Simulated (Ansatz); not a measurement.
# NaF: the cost of one run

Method: DFT PBEsol, scalar-relativistic, plane waves, PAW, in Ansatz 0.2.0.

### 1 The structure to begin with

Symmetry: Fm-3m, No. 225, cubic system. Conventional cell: a = 4.647 Å, b = 4.647 Å, c = 4.647 Å, α = 90.00°, β = 90.00°, γ = 90.00°. Around Na (site symmetry m-3m) lie 6 F at 2.32 Å. Around F (site symmetry m-3m) lie 6 Na at 2.32 Å.

As a file:

```
Na F
1.0
     0.00000    2.32330    2.32330
     2.32330    0.00000    2.32330
     2.32330    2.32330    0.00000
Na F
1 1
Cartesian
  0.0000 0.0000 0.0000
  2.3233 2.3233 2.3233
```

No relaxation comes first: the listed cell is the starting point.

### 2 Zero of energy

The reference gives a free energy of -2278.9219 eV, pressure -0.54 GPa, largest force 0.000 eV/Å and gap on the mesh 6.14 eV. It was computed beforehand with the settings of the runs below.

### 3 The scan: a tetragonal deformation path

At fixed volume and fractional coordinates, lengths along (0.000, 0.000, 1.000) are scaled against those across it; ρ is that ratio over its starting value.

### 4 Point ρ = 0.707

input.yaml

```yaml
crystal:
  lattice:
    - [0.0, 2.60794736, 1.8438187835]
    - [2.60794736, 0.0, 1.8438187835]
    - [2.60794736, 2.60794736, 0.0]
  atoms:
    - { symbol: Na, position: [0.0, 0.0, 0.0] }
    - { symbol: F, position: [0.5, 0.5, 0.5] }
basis:
  ecutwfc: 420
kpoints:
  mp_grid: { grid: [10, 10, 10] }
hamiltonian:
  xc: pbesol
scf:
  occupations: { method: gaussian, width: 0.05 }
output:
  forces: true
  stress: true
  eigenvalues: true
  write_density: true
  write_potential: true
  elf: true
  volumetric_format: npy
```

On the command line:

```bash
$ ansatz run input.yaml --threads 1 --pin off --max-ram 2560MiB --backend cpu --events-out ev --progress --plain --runs-dir out
```

Q: Estimate wall time and peak memory on 1 thread of Arm Neoverse V2, shared host.

About 1.9 s, with a peak of 0.29 GiB.
